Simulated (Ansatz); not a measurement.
# Si2Ni: phonons and Grüneisen parameters

How does the lattice vibrate, and how do the modes shift with volume? Displacements sample a 2×2×2 mesh. Runs: reference run (LAPW); volume scaled by 0.985 (LAPW); volume scaled by 1.015 (LAPW); mode Grüneisen parameters (LAPW). Companion runs by PAW are cited.

Method: DFT PBEsol, all-electron LAPW, scalar-relativistic unless said, in Ansatz 0.2.0.

1 further run of the same task is left out (set aside as unsound or not needed).

### 1 The structure to begin with

The structure is cubic, space group Fm-3m (No. 225). The conventional cell has a = 5.391 Å, b = 5.391 Å, c = 5.391 Å, α = 90.00°, β = 90.00°, γ = 90.00°. Si (site symmetry -43m) is surrounded by 4 Ni at 2.33 Å. Ni (site symmetry m-3m) has 8 Si at 2.33 Å as nearest neighbours.

Structure file:

```
Si Ni
1.0
     0.00000    2.69537    2.69537
     2.69537    0.00000    2.69537
     2.69537    2.69537    0.00000
Si Ni
2 1
Direct
  0.25000 0.25000 0.25000
  0.75000 0.75000 0.75000
  0.00000 0.00000 0.00000
```

Cartesian axes are those of the input's lattice vectors. The structure goes back to a database entry.

### 2 Reference run, LAPW

The input, input.yaml:

```yaml
crystal:
  lattice:
    - [0.0, 2.69537368896, 2.69537368896]
    - [2.69537368896, 0.0, 2.69537368896]
    - [2.69537368896, 2.69537368896, 0.0]
  atoms:
    - { symbol: Si, position: [0.25, 0.25, 0.25] }
    - { symbol: Si, position: [0.75, 0.75, 0.75] }
    - { symbol: Ni, position: [0.0, 0.0, 0.0] }
kpoints:
  mp_grid: { grid: [10, 10, 10] }
scf:
  occupations: { method: fermi_dirac, width: 0.1 }
hamiltonian:
  xc: pbesol
  pseudopotentials: { kind: all_electron, lapw: { basis_error: 0.0005 } }
phonons:
  qmesh: [2, 2, 2]
  qpath:
    path:
      - [0.0, 0.0, 0.0]
      - [0.5, 0.0, 0.5]
      - [0.625, 0.25, 0.625]
      - [0.375, 0.375, 0.75]
      - [0.0, 0.0, 0.0]
      - [0.5, 0.5, 0.5]
      - [0.5, 0.25, 0.75]
      - [0.5, 0.0, 0.5]
    npoints: 6
  temperatures: { t_min: 0, t_max: 1000, t_step: 100 }
```

Started as:

```bash
$ ansatz run input.yaml --threads 2 --pin off --max-ram 6144MiB --backend cpu --events-out ev --progress --plain --runs-dir out
```

The log of the run:

```text
LAPW: plane waves up to 9.533 Å⁻¹, error target 5.0e-4 eV per atom; small_component_spin mean_spin; Si in spheres of 1.039 Å, 12 of its electrons in bands, Dirac shells []; Ni in spheres of 1.226 Å, 18 of its electrons in bands, Dirac shells [] (how accurate: hamiltonian.pseudopotentials.lapw.basis_error, Limitations)
Engine: ansatz 0.2.0
Pseudopotentials: kind: all_electron
Pseudopotential: Si, LAPW, valence charge 12, lapw/all_electron/scalar/gaussian/Si, Koelling and Harmon's equation, gaussian nucleus
Pseudopotential: Ni, LAPW, valence charge 18, lapw/all_electron/scalar/gaussian/Ni, Koelling and Harmon's equation, gaussian nucleus
Functional definition: PBEsol
  exchange = pbesol_x
  correlation = pbesol_c
Crystal: 6 atoms, lattice volume = 78.328 Å³
Basis set: ecut = 346.2511070518406 eV, 1125 PW (Γ), FFT grids on a1, a2, −a1+a2+a3, exchange–correlation at level 2
Bands: 52, of which v1, the nominal top of the filled ones, is band 42 counted from 1 (41 counted from 0)
Symmetry: 32 space group operations
k-points: 63 of 500
Non-local potential: Si, projectors of the file, none
Non-local potential: Ni, projectors of the file, none
Initial density: superposition of atomic densities (chi_scale 0.1, normalization cell, long waves kept (reshape's long-wave potential 0.00 eV rms))
Initial wavefunctions: plane waves of lowest kinetic energy (no species holds an atomic orbital)
Functional: x = pbesol(κ = 0.804, μ = 0.12345679012345678), c = pbesol(β = 0.046)
iter 1 solved again at ethr=6.01e-3 eV; its pass at ethr=1.00e-1 eV (dr2=5.05e0 eV) is discarded
SCF iter   1: F=—  HF=-114212.648352 eV  |F-HF|=—  |Δ(HF+E_count)|=         —  Δρ=6.02e-2  dr2=5.04e0  ethr=6.01e-3  ⟨swp⟩=2.0  Hψ=21736  notcnv=0
preconditioner: auto → Kerker (q_TF=auto, 2.760 Å⁻¹)  [metal: Δε(μ)=0.024 eV  Ē_g=9.556 eV  σ=0.100 eV  W_gap=0.06  n_scr=28 (ndim 8)  ℏωp=25.2 eV  f_vac=0.000  D(μ)=1.59/eV (n_scr^D=6)]
SCF iter   2: F=—  HF=-114213.906635 eV  |F-HF|=—  |Δ(HF+E_count)|=    1.26e0  Δρ=4.72e-2  dr2=1.32e0  ethr=6.00e-3  ⟨swp⟩=2.7  Hψ=9481  notcnv=0  recentre
SCF iter   3: F=—  HF=-114211.812217 eV  |F-HF|=—  |Δ(HF+E_count)|=    2.09e0  Δρ=4.46e-2  dr2=2.89e0  ethr=1.57e-3  ⟨swp⟩=3.0  Hψ=9997  notcnv=0
SCF iter   4: F=—  HF=-114211.145117 eV  |F-HF|=—  |Δ(HF+E_count)|=   6.67e-1  Δρ=2.46e-2  dr2=8.27e-1  ethr=1.57e-3  ⟨swp⟩=2.0  Hψ=9349  notcnv=0
SCF iter   5: F=—  HF=-114210.927462 eV  |F-HF|=—  |Δ(HF+E_count)|=   2.18e-1  Δρ=1.03e-2  dr2=9.10e-2  ethr=9.84e-4  ⟨swp⟩=2.1  Hψ=9395  notcnv=0
SCF iter   6: F=—  HF=-114210.846051 eV  |F-HF|=—  |Δ(HF+E_count)|=   8.14e-2  Δρ=2.42e-3  dr2=9.33e-3  ethr=1.08e-4  ⟨swp⟩=2.3  Hψ=8881  notcnv=0
SCF iter   7: F=—  HF=-114210.843830 eV  |F-HF|=—  |Δ(HF+E_count)|=         —  Δρ=1.05e-3  dr2=1.16e-3  ethr=1.11e-5  ⟨swp⟩=2.0  Hψ=8825  notcnv=0
the basis was enlarged: its passes take 855.5 KiB over the memory plan, 2 of 2 planned eigensolver slots
iter 8 solved again at ethr=5.23e-8 eV; its pass at ethr=1.38e-6 eV (dr2=4.39e-5 eV) is discarded
SCF iter   8: F=—  HF=-114210.844148 eV  |F-HF|=—  |Δ(HF+E_count)|=   3.19e-4  Δρ=1.88e-4  dr2=4.37e-5  ethr=5.23e-8  ⟨swp⟩=2.0  Hψ=15801  notcnv=0
[... 5 lines left out ...]
SCF 1 converged in 13 iterations: F = -114210.844151 eV  dr2 = 6.15e-11
phonons: the bands overlap, so this run is a metal and interpolates without the dipole-dipole term. If the crystal is really an insulator or semiconductor, its LO-TO splitting is missing
Symmetry: 2 space group operations
k-points: 141 of 500 (time reversal used)
Initial density: handed on by an earlier stage of this run
Initial wavefunctions: plane waves of lowest kinetic energy (no species holds an atomic orbital; no wavefunctions were taken with the density)
[... 2 lines left out ...]
preconditioner: auto → LDOS  [metal: Δε(μ)=0.005 eV  Ē_g=8.896 eV  σ=0.100 eV  W_gap=0.01  n_scr=28 (ndim 8)  ℏωp=25.2 eV  f_vac=0.017  D(μ)=1.75/eV (n_scr^D=6)  β→1.0]
[... 6 lines left out ...]
SCF 2 converged in 6 iterations: F = -114210.843613 eV  dr2 = 6.41e-11
Symmetry: 4 space group operations
k-points: 108 of 500 (time reversal used)
[... 2 lines left out ...]
preconditioner: auto → LDOS  [metal: Δε(μ)=0.008 eV  Ē_g=8.896 eV  σ=0.100 eV  W_gap=0.02  n_scr=28 (ndim 8)  ℏωp=25.2 eV  f_vac=0.017  D(μ)=1.75/eV (n_scr^D=6)  β→1.0]
[... 6 lines left out ...]
SCF 3 converged in 6 iterations: F = -114210.843636 eV  dr2 = 1.16e-10
[... 2 lines left out ...]
preconditioner: auto → LDOS  [metal: Δε(μ)=0.003 eV  Ē_g=8.896 eV  σ=0.100 eV  W_gap=0.01  n_scr=28 (ndim 8)  ℏωp=25.2 eV  f_vac=0.017  D(μ)=1.75/eV (n_scr^D=6)  β→1.0]
[... 5 lines left out ...]
SCF 4 converged in 5 iterations: F = -114210.843709 eV  dr2 = 6.92e-10
Basis set: ecut = 346.2511070518406 eV, 1117 PW (Γ), exchange–correlation at level 2
Symmetry: 24 space group operations
k-points: 58 of 500
[... 2 lines left out ...]
preconditioner: auto → Kerker (q_TF=auto, 2.760 Å⁻¹)  [metal: Δε(μ)=0.024 eV  Ē_g=9.584 eV  σ=0.100 eV  W_gap=0.06  n_scr=28 (ndim 8)  ℏωp=25.2 eV  f_vac=0.000  D(μ)=1.59/eV (n_scr^D=2)]
[... 6 lines left out ...]
the basis was enlarged: its passes take 855.5 KiB over the memory plan, 2 of 2 planned eigensolver slots
[... 7 lines left out ...]
SCF 5 converged in 13 iterations: F = -114210.844151 eV  dr2 = 6.27e-11
[... 2 lines left out ...]
preconditioner: auto → LDOS  [metal: Δε(μ)=0.158 eV  Ē_g=8.926 eV  σ=0.100 eV  W_gap=0.33  n_scr=28 (ndim 8)  ℏωp=25.2 eV  f_vac=0.016  D(μ)=1.75/eV (n_scr^D=8)  β→1.0]
[... 6 lines left out ...]
SCF 6 converged in 6 iterations: F = -114210.843603 eV  dr2 = 8.78e-11
[... 2 lines left out ...]
preconditioner: auto → LDOS  [metal: Δε(μ)=0.003 eV  Ē_g=8.926 eV  σ=0.100 eV  W_gap=0.01  n_scr=28 (ndim 8)  ℏωp=25.2 eV  f_vac=0.016  D(μ)=1.75/eV (n_scr^D=8)  β→1.0]
[... 4 lines left out ...]
SCF iter   5: F=—  HF=-114210.843675 eV  |F-HF|=—  |Δ(HF+E_count)|=   4.05e-8  Δρ=2.36e-6  dr2=6.65e-9  ethr=5.43e-11  ⟨swp⟩=3.0  Hψ=20433  notcnv=0
SCF iter   6: F=-114210.843675 eV  HF=-114210.843675 eV  |F-HF|=7.28e-11  |Δ(HF+E_count)|=   1.96e-9  Δρ=6.80e-7  dr2=1.96e-10  ethr=7.92e-12  ⟨swp⟩=2.2  Hψ=19788  notcnv=0
SCF 7 converged in 6 iterations: F = -114210.843675 eV  dr2 = 1.96e-10
iter 1 solved again at ethr=3.61e-7 eV; its pass at ethr=1.00e-1 eV (dr2=3.03e-4 eV) is discarded
SCF iter   1: F=—  HF=-114210.843766 eV  |F-HF|=—  |Δ(HF+E_count)|=         —  Δρ=4.47e-4  dr2=2.77e-4  ethr=3.61e-7  ⟨swp⟩=4.7  Hψ=62707  notcnv=0
SCF iter   2: F=—  HF=-114210.843710 eV  |F-HF|=—  |Δ(HF+E_count)|=   5.57e-5  Δρ=2.29e-4  dr2=8.64e-5  ethr=3.29e-7  ⟨swp⟩=3.0  Hψ=22368  notcnv=0
iter 3 solved again at ethr=1.54e-9 eV; its pass at ethr=1.03e-7 eV (dr2=1.29e-6 eV) is discarded
SCF iter   3: F=—  HF=-114210.843676 eV  |F-HF|=—  |Δ(HF+E_count)|=   3.46e-5  Δρ=2.76e-5  dr2=1.30e-6  ethr=1.54e-9  ⟨swp⟩=2.0  Hψ=35833  notcnv=0
SCF iter   4: F=—  HF=-114210.843675 eV  |F-HF|=—  |Δ(HF+E_count)|=   4.67e-7  Δρ=7.67e-6  dr2=4.51e-8  ethr=1.54e-9  ⟨swp⟩=2.9  Hψ=19994  notcnv=0
SCF iter   5: F=—  HF=-114210.843675 eV  |F-HF|=—  |Δ(HF+E_count)|=   4.33e-8  Δρ=2.39e-6  dr2=7.09e-9  ethr=5.37e-11  ⟨swp⟩=3.0  Hψ=20442  notcnv=0
SCF iter   6: F=-114210.843675 eV  HF=-114210.843675 eV  |F-HF|=2.33e-10  |Δ(HF+E_count)|=   1.76e-9  Δρ=6.77e-7  dr2=1.96e-10  ethr=8.44e-12  ⟨swp⟩=2.1  Hψ=19779  notcnv=0
SCF 8 converged in 6 iterations: F = -114210.843675 eV  dr2 = 1.96e-10
SCF converged after 13 iterations
Free energy (F): -114210.844151 eV
Harris-Foulkes:  -114210.844151 eV  (|F-HF|=1.89e-10)
Internal energy: -114210.787182 eV  (E = F + TS)
E sigma→0 (E₀):  -114210.815667 eV
Entropy (-TS):   -0.056969 eV (-9.495 meV/atom)
Fermi energy:    14.623831 eV
--- Per-component energies (eV) ---
  E_band       = -3409.104949
  E_kinetic    = 115606.386028
  E_xc         = -5610.363162
  E_electrostatic = -224206.810048  (all electrons and nuclei)
  E_smearing   = -0.056969  (= −TS)
  E_closure    = 0.000000  (closes the sum)
  E_atoms      = -114169.534378  (free atoms, spherical and without spin; not in F)
  Σ components = -114210.844151   (vs F -114210.844151, Δ=0.00e0)
  Basis errors (estimates in eV, not in F): energy 1.9e-4 per atom: plane waves 1.7e-4 (1.0e-4 summed), levels above the bands 1.2e-28, relativity 9.2e-9, radial functions 1.6e-5, core shells 2.7e-10; eigenvalues (radial functions only) 3.3e-7; not estimated: angular momenta, meshes, grids; target (lapw.basis_error) 5.0e-4; muffin-tin radii Si 1.039 Å, Ni 1.226 Å
--- Forces (eV/Å), atoms counted from 1 ---
  atom   1  Si    -0.00000000     0.00000000    -0.00000000
  atom   2  Si     0.00000000    -0.00000000     0.00000000
  atom   3  Ni     0.00000000     0.00000000    -0.00000000
  atom   4  Si    -0.00000000     0.00000000    -0.00000000
  atom   5  Si     0.00000000    -0.00000000     0.00000000
  atom   6  Ni     0.00000000    -0.00000000     0.00000000
  max |Σ_I F_I| component: 1.39e-17 eV/Å
--- Band table (eV; the first three rows and the last of 63) ---
  k-point 0: bands = ["-120.0090", "-120.0085", "-120.0080", "-120.0076", "-89.7370", "-89.7370", "-76.2973", "-76.2970", "-76.2970", "-76.2965", "-76.2965", "-76.2965", "-76.2921", "-76.2921", "-76.2921", "-76.2917", "-76.2917", "-76.2913", "-50.2839", "-50.2831", "-50.2831", "-50.2827", "-50.2827", "-50.2827", "0.6759", "4.7260", "6.4752", "7.2662", "9.3440", "9.3440", "9.3440", "10.0442", "10.0442", "10.9595", "10.9595", "11.0606", "11.0606", "11.1201", "11.4750", "14.2382", "14.4017", "15.9582", "16.3674", "16.3674", "16.3674", "16.8385", "16.8385", "16.8385", "19.3397", "19.3397", "19.3397", "21.5816"]
  k-point 1: bands = ["-120.0089", "-120.0085", "-120.0080", "-120.0076", "-89.7370", "-89.7370", "-76.2969", "-76.2969", "-76.2968", "-76.2966", "-76.2966", "-76.2961", "-76.2926", "-76.2921", "-76.2921", "-76.2918", "-76.2917", "-76.2917", "-50.2838", "-50.2831", "-50.2831", "-50.2828", "-50.2828", "-50.2828", "0.8751", "3.7064", "7.4128", "7.7213", "9.0613", "9.3632", "9.3632", "9.8438", "9.8438", "10.9345", "11.0989", "11.3265", "11.3699", "11.3699", "11.4340", "14.2383", "14.3357", "14.8558", "14.8558", "16.0035", "16.0287", "17.0342", "17.8924", "18.5998", "18.5998", "19.6077", "19.6077", "21.6361"]
  k-point 2: bands = ["-120.0088", "-120.0087", "-120.0079", "-120.0077", "-89.7370", "-89.7370", "-76.2968", "-76.2968", "-76.2967", "-76.2967", "-76.2955", "-76.2948", "-76.2939", "-76.2931", "-76.2920", "-76.2920", "-76.2918", "-76.2918", "-50.2835", "-50.2831", "-50.2830", "-50.2830", "-50.2829", "-50.2829", "1.4674", "2.4329", "7.8313", "8.4434", "9.4347", "9.4347", "9.4408", "9.5900", "9.5900", "10.4920", "11.2003", "11.3283", "12.1241", "12.2461", "12.2461", "13.4141", "13.4141", "13.9059", "14.2432", "14.2679", "16.2798", "16.8186", "18.6602", "20.0061", "20.0061", "20.8042", "21.0169", "21.0169"]
  k-point 62: bands = ["-120.0083", "-120.0083", "-120.0082", "-120.0082", "-89.7370", "-89.7370", "-76.2972", "-76.2972", "-76.2971", "-76.2971", "-76.2952", "-76.2952", "-76.2935", "-76.2935", "-76.2916", "-76.2916", "-76.2915", "-76.2915", "-50.2836", "-50.2836", "-50.2834", "-50.2834", "-50.2831", "-50.2831", "5.3351", "5.3351", "6.0359", "6.0359", "7.1980", "7.1980", "8.1406", "8.1406", "10.7255", "10.7255", "10.9006", "10.9006", "10.9610", "10.9610", "11.4010", "11.4010", "12.1207", "12.1207", "15.9551", "15.9551", "17.9312", "17.9312", "18.3065", "18.3065", "20.8890", "20.8890", "23.0866", "23.0866"]
--- Phonons: 6 displaced members + 2 references (amplitude of the first 0.01 Å, Σ member SCF iterations 35) ---
  ASR residual: 3.512e-3 → 0.000e0 eV/Å²; symmetrization residual: 7.568e-4 eV/Å²
  largest component of a force at the reference: 1.7e-17 eV/Å
  ASR residual per site (eV/Å²): 1.01e-3 1.01e-3 3.51e-3
  Γ frequencies (cm⁻¹): 0.00 0.00 0.00 310.36 310.36 310.36 335.81 335.81 335.81
--- Phonons (by wavevector): 3 wavevectors in 2 supercells ---
  supercell 1 (2 cells, vectors [1, 0, 0], [0, 1, -1], [0, 0, 2] in multiples of the cell's): 3 displaced members by 0.01 Å; free energy -114210.844151 eV; taken off its force constants: by the sum rule 3.5e-3, by the symmetrisation 7.6e-4 eV/Å²
  symmetry images taken by strict's conditions (phonons.symmetry_images: auto; settled by no image being taken that strict refuses)
  supercell 2 (2 cells, vectors [1, 0, 0], [0, 1, 0], [0, 0, 2] in multiples of the cell's): 3 displaced members by 0.01 Å; free energy -114210.844151 eV; taken off its force constants: by the sum rule 2.2e-4, by the symmetrisation 3.8e-4 eV/Å²; Γ matrix within 2.1e-3 eV/Å² of supercell 1's
  symmetry images taken by strict's conditions (phonons.symmetry_images: auto; settled by no image being taken that strict refuses)
  q = [0.0000, 0.0000, 0.0000] (star 1, supercell 1; hermiticity 7.93e-67, symmetrization 2.51e-4): -0.00 -0.00 -0.00 310.36 310.36 310.36 335.81 335.81 335.81
  q = [0.0000, 0.0000, -0.5000] (star 4, supercell 2; hermiticity 9.49e-17, symmetrization 4.86e-16): 104.58 104.58 264.16 299.22 299.22 347.25 347.25 347.76 389.15
  q = [0.0000, -0.5000, -0.5000] (star 3, supercell 1; hermiticity 6.28e-17, symmetrization 2.97e-16): 143.31 143.31 250.58 250.58 252.83 257.30 380.58 380.58 413.79
  joined force constants: q→R imaginary residual 2.97e-17
  density of states and harmonic sums: on the 20×20×20 q-mesh, interpolated from the force constants of a 2×2×2 supercell (no non-analytic term)
  largest difference from the sums on the solved wave vectors: F 5.56e-2 eV, S 8.79e-5 and C_V 3.23e-5 eV/K
  zero-point energy: 0.152719 eV/cell   skipped modes (ω ≤ 0): 3   left out of the sums: 4.17e-5 of the cell's modes: C_V's classical limit lies that fraction below 3 k_B per atom; for a crystal, a wire or a layer, F and S can be off by more, and a phonons.interpolated_qmesh denser along its periods is the remedy for the sampling
```

It took 16 min on 2 threads of Intel Xeon Platinum 8488C (Sapphire Rapids), shared host; peak memory 1.7 GiB.

Wavenumbers in cm⁻¹ (negative: unstable):

```tsv
q	modes
Γ	0.0 0.0 0.0 310.4 310.4 310.4 335.8 335.8 335.8
L	104.6 104.6 264.2 299.2 299.2 347.2 347.2 347.8 389.1
X	143.3 143.3 250.6 250.6 252.8 257.3 380.6 380.6 413.8
```

```tsv
T (K)	F (eV/cell)	S (k_B/atom)	C_V (k_B/atom)
0	0.1527	0.00	0.00
100	0.1483	0.55	1.07
200	0.1193	1.69	2.16
300	0.0627	2.65	2.57
400	-0.0162	3.42	2.75
500	-0.1130	4.04	2.83
600	-0.2245	4.57	2.88
700	-0.3484	5.01	2.91
800	-0.4832	5.40	2.93
900	-0.6275	5.75	2.95
1000	-0.7802	6.06	2.96
```

(Part 1 of 2 ends here.)
